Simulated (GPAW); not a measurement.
Input of a GPAW 26.7.0 run:

File run.py:

```python
from ase import Atoms
from ase.dft.bandgap import bandgap
from ase.io import write
from ase.units import GPa
from gpaw import GPAW, PW

atoms = Atoms(['C', 'C'],
              cell=[[0.0, 1.78337, 1.78337],
                    [1.78337, 0.0, 1.78337],
                    [1.78337, 1.78337, 0.0]],
              scaled_positions=[[0.75, 0.75, 0.75],
                                [0.5, 0.5, 0.5]],
              pbc=True)

calc = GPAW(mode=PW(800),
            xc='PBE',
            kpts={'size': (13, 13, 13), 'gamma': True},
            occupations={'name': 'methfessel-paxton', 'order': 0, 'width': 0.018000000000000002},
            nbands=11,
            convergence={'density': 1e-05, 'energy': 1e-05},
            maxiter=150,
            txt='gpaw.txt')
atoms.calc = calc
energy = atoms.get_potential_energy()
forces = atoms.get_forces()
stress = atoms.get_stress()
calc.write('gs.gpw')
write('result.traj', atoms)
print(f'Energy: {energy:.6f} eV')
print('Forces (eV/A):')
print(forces.round(4))
print('Stress (GPa):', (stress / GPa).round(3))
print('Fermi level:', round(calc.get_fermi_level(), 4), 'eV')
print(f'Gap: {bandgap(calc)[0]:.4f} eV, direct: {bandgap(calc, direct=True)[0]:.4f} eV')
```

Potentials or basis: GPAW PAW data sets (gpaw-data 1.2.1), pw.

The run is started by

```sh
$ OMP_NUM_THREADS=1 python run.py
```

Problem. Estimate the band gap on the k mesh.

Solution. 4.14 eV, indirect (least direct gap 5.60 eV).

Problem. Predict the pressure.

Solution. 1.4 GPa.

Caveat: an odd mesh through Γ misses points on the zone boundary, where band edges often lie.
